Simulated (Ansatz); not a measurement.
# BaTe: a single-point run

The task is a single-point run on BaTe. The structure is shown as the input types it.

Method: density functional or hybrid calculation with the settings of its input, plane waves (as first typed), in Ansatz 0.2.0.

3 further runs of the same task are left out: 3 that didn't finish.

### 1 The structure to begin with

Symmetry: Fm-3m, No. 225, cubic system. Conventional cell: a = 7.065 Å, b = 7.065 Å, c = 7.065 Å, α = 90.00°, β = 90.00°, γ = 90.00°. Around Ba (site symmetry m-3m) lie 6 Te at 3.53 Å. Te (site symmetry m-3m) has 6 Ba at 3.53 Å as nearest neighbours.

The input asks for a charge of -2 e on the cell.

Structure file:

```cif
data_structure
_symmetry_space_group_name_H-M 'Fm-3m'
_symmetry_Int_Tables_number 225
_cell_length_a 7.0648
_cell_length_b 7.0648
_cell_length_c 7.0648
_cell_angle_alpha 90.000
_cell_angle_beta 90.000
_cell_angle_gamma 90.000
_cell_volume 352.61
loop_
_atom_site_label
_atom_site_type_symbol
_atom_site_symmetry_multiplicity
_atom_site_Wyckoff_symbol
_atom_site_fract_x
_atom_site_fract_y
_atom_site_fract_z
_atom_site_occupancy
Ba1 Ba 4 a 0.00000 0.00000 0.00000 1
Te1 Te 4 b 0.50000 0.00000 0.00000 1
```

### 2 Running it

input.yaml reads:

```yaml
crystal:
  lattice:
    - [0.0, 3.532379313, 3.532379313]
    - [3.532379313, 0.0, 3.532379313]
    - [3.532379313, 3.532379313, 0.0]
  atoms:
    - { symbol: Ba, position: [0.0, 0.0, 0.0] }
    - { symbol: Te, position: [0.5, 0.5, 0.5] }
kpoints:
  mp_grid: { grid: [4, 4, 4] }
hamiltonian:
  xc: pbe
scf:
  occupations: { method: fixed }
  n_extra_bands: 4
  max_iter: 77
output:
  forces: true
  stress: true
  eigenvalues: true
total_charge: -2
```

Command:

```bash
ansatz run input.yaml --threads 4 --pin off --max-ram 3686MiB --backend cpu --events-out ev --progress --plain --runs-dir out
```

Q: Will this input give a usable result? If not, why, and what should change?

This run ends as converged, with warnings (band overlap at count, metallic iterate, unresolved pair at count). Its log warns: «a fill by count may have filled part of one level: at k-index 7 the highest filled band, 8.894796 eV, and the lowest empty band, 8.894796 eV, stand 3.375e-14 eV apart ...»

The suspect setting: total_charge is -2. The typed charge changes the electron count, so this is no longer the system that was meant.

To check: delete total_charge (the default then holds).
